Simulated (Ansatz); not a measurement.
Cl2 on a (001) slab of SnSe₂ (P-3m1 (No. 164)), 3 planes, outer planes Se (top) and Se (bottom), 1 a cell of 51.1 Å², relaxed and still whole (its atoms last):

```xyz
14
Lattice="7.6781 0.0000 0.0000 -3.8390 6.6494 0.0000 0.0000 0.0000 22.1475" Properties=species:S:1:pos:R:3 pbc="T T T"
Se    1.9195    1.1082    8.0000
Se    0.0000    4.4330    8.0000
Se    5.7586    1.1082    8.0000
Se    3.8390    4.4330    8.0000
Sn   -0.0008    0.0001    9.6029
Sn   -1.9127    3.3306    9.5991
Sn    3.8377   -0.0392    9.5762
Sn    1.9153    3.3300    9.6015
Se    0.0010    2.2180   11.1949
Se   -1.9127    5.5499   11.1922
Se    3.8415    2.2016   11.1742
Se    1.9063    5.5546   11.1908
Cl    3.7473    3.5946   13.5299
Cl    3.6415    4.8989   15.1491
```

All numbers below come from Ansatz, DFT PBE+D3(BJ), scalar-relativistic, plane waves, PAW. Plane waves to 420 eV, a k mesh through Γ of 3×3×1 on the computed 14-atom cell and Gaussian smearing (0.05 eV); no spin polarisation. The cell repeats along c with a dipole correction in the vacuum.

It binds with 0.34 eV a molecule against the clean slab and the free molecule (no zero-point or thermal terms); its shortest contact is Cl–Se 2.74 Å. Take first-order desorption with no barrier to adsorption, no reaction on the face and an assumed prefactor of 10^13 s⁻¹.

**Question.** How long does a molecule stay at 473 K?

**Answer.** τ = ν⁻¹·exp(E/k_BT) with k_BT = 0.0408 eV: E/k_BT = 8.3, so τ ≈ 4×10^-10 s. At about one hit a site a second (10⁻⁶ mbar) the coverage is near τ × 1 s⁻¹, so a layer needs more than atmospheric pressure.

**Question.** Where does its peak lie in a desorption experiment heated at 2 K/s?

**Answer.** The peak obeys E/(k_B·T_p²) = (ν/β)·exp(−E/k_BT_p). Solving gives T_p ≈ 129 K (E/k_BT_p = 30.7). An error of 0.1 eV in E moves it by about 38 K, and larger molecules have larger prefactors, which lowers it.

**Question.** Is this physisorption or chemisorption?

**Answer.** The tightest contact, Cl–Se 2.74 Å, is 1.23 times the sum of covalent radii, and deformation and lateral interaction add up to +0.06 eV; about 0.06 e cross the plane between them. It lies between the two: closer or more distorted than a van der Waals contact, longer than a covalent bond.

The clean reference is an ideal cut relaxed in this small cell. Real faces with dangling bonds reconstruct or are passivated, and a lower clean face would weaken the binding, shorten τ and lower T_p.